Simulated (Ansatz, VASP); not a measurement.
Given: the input of a run of VASP 6.6.1 on WC (Qusongite). 

The input INCAR:

```
  PREC = Accurate
  ENCUT = 600
  EDIFF = 1E-6
  ISMEAR = -1
  SIGMA = 0.05
  LREAL = False
  LASPH = True
  NELM = 60
  ALGO = Normal
  ISIF = 3
  LWAVE = False
  LCHARG = False
  GGA = RP
  IVDW = 12
  IBRION = 2
  NSW = 60
  EDIFFG = -0.01
```

KPOINTS

```
Automatic mesh
0
Gamma
  10 10 9
```

POSCAR

```
WC
1.0
    2.9065000000      0.0000000000      0.0000000000
   -1.4532500000      2.5171028361      0.0000000000
    0.0000000000      0.0000000000      2.8366000000
W C
1 1
Direct
    0.0000000000      0.0000000000      0.0000000000
    0.6666666667      0.3333333333      0.5000000000
```

Potentials or basis: VASP PAW PBE potentials, release 64 (W_sv, C).

Launch:

```console
$ cat potpaw_PBE.64/W_sv/POTCAR potpaw_PBE.64/C/POTCAR > POTCAR
$ mpirun -np 1 vasp_std > vasp.out
```

Problem. Translate it to Ansatz 0.2.0. Potentials or basis there: Ansatz PAW, cutoff 420 eV.

Solution. As run (cutoffs and basis follow the program's own potentials, and thresholds, step limits or extra output files can differ):

Contents of input.yaml:

```yaml
crystal:
  lattice:
    - [2.9065, 0.0, 0.0]
    - [-1.45325, 2.5171028361, 0.0]
    - [0.0, 0.0, 2.8366]
  atoms:
    - { symbol: W, position: [0.0, 0.0, 0.0] }
    - { symbol: C, position: [0.6666666667, 0.3333333333, 0.5] }
hamiltonian:
  xc: rpbe
  pseudopotentials: { kind: paw }
  dispersion: d3bj
kpoints:
  mp_grid: { grid: [10, 10, 9] }
scf:
  occupations: { method: fermi_dirac, width: 0.05 }
output:
  forces: true
  stress: true
  write_density: true
  write_potential: true
  elf: true
  volumetric_format: npy
relax:
  f_tol: 0.01
  max_steps: 40
  cell: { stress_tol: 0.05 }
```

Potentials or basis: Ansatz PAW.

Run with:

```bash
$ ansatz run input.yaml --threads 2 --pin off --max-ram 5632MiB --backend cpu --events-out ev --progress --plain --runs-dir out
```

Both were run:

|  | VASP | Ansatz |
| --- | --- | --- |
| Relaxed volume | 9.61 Å³/atom | 9.58 Å³/atom |
| Relaxed cell | a = 2.828 Å, b = 2.828 Å, c = 2.774 Å, α = 90.00°, β = 90.00°, γ = 120.00° | a = 2.825 Å, b = 2.825 Å, c = 2.771 Å, α = 90.00°, β = 90.00°, γ = 120.00° |
| Space group after relaxing | P-6m2 (No. 187) | P-6m2 (No. 187) |
| Pressure after relaxing | 0.0 GPa | 0.0 GPa |

Ansatz's pressure holds a Pulay term of +0.34 GPa for its cutoff of 420 eV, which the other run lacks.

VASP's potentials were made for PBE. Ansatz's potentials were made for PBE.

Where Ansatz's input types no cutoff or centring, it takes its own default and a Γ-centred mesh.

Pressure is positive in compression.
